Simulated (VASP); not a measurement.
A run of VASP 6.6.1 is set up as follows.

File INCAR:

```
SYSTEM = Al
ALGO     = Fast           ! electronic algorithm
EDIFF    = 1E-6           ! SCF threshold, eV
ENCUT    = 520            ! plane-wave cutoff, eV
GGA      = PS             ! functional
ISIF     = 2              ! what is computed and relaxed
ISMEAR   = 0              ! smearing method
LASPH    = .TRUE.         ! aspherical terms in the spheres
LCHARG   = .FALSE.        ! write CHGCAR
LREAL    = .FALSE.        ! projectors in reciprocal space
LWAVE    = .FALSE.        ! write WAVECAR
NBANDS   = 10             ! bands
NELM     = 100            ! most SCF steps
PREC     = Accurate       ! precision mode
SIGMA    = 0.15           ! smearing width, eV
```

File KPOINTS:

```
k-points
0
G
  21 21 12
  0 0 0
```

POSCAR

```
Al
1.0
    2.6466218154      0.0000000000      0.0000000000
   -1.3233109077      2.2920417263      0.0000000000
    0.0000000000      0.0000000000      5.4958574366
Al
2
Direct
    0.6666666667      0.3333333333      0.7500000000
    0.3333333333      0.6666666667      0.2500000000
```

Potentials or basis: VASP PAW PBE potentials, release 64 (Al).

Launch:

```console
$ cat potpaw_PBE.64/Al/POTCAR > POTCAR
$ mpirun -np 1 vasp_std > vasp.out
```

Predict the pressure.

4.2 GPa.

Predict the band gap on the k mesh.

none (metal or under the smearing width).

Stress tensor (GPa, compression positive):
```
10.50  0.00  0.00
 0.00 10.50  0.00
 0.00  0.00 -8.46
```

Caveat: the PAW data sets were made with another functional, which shifts forces and pressure a little.
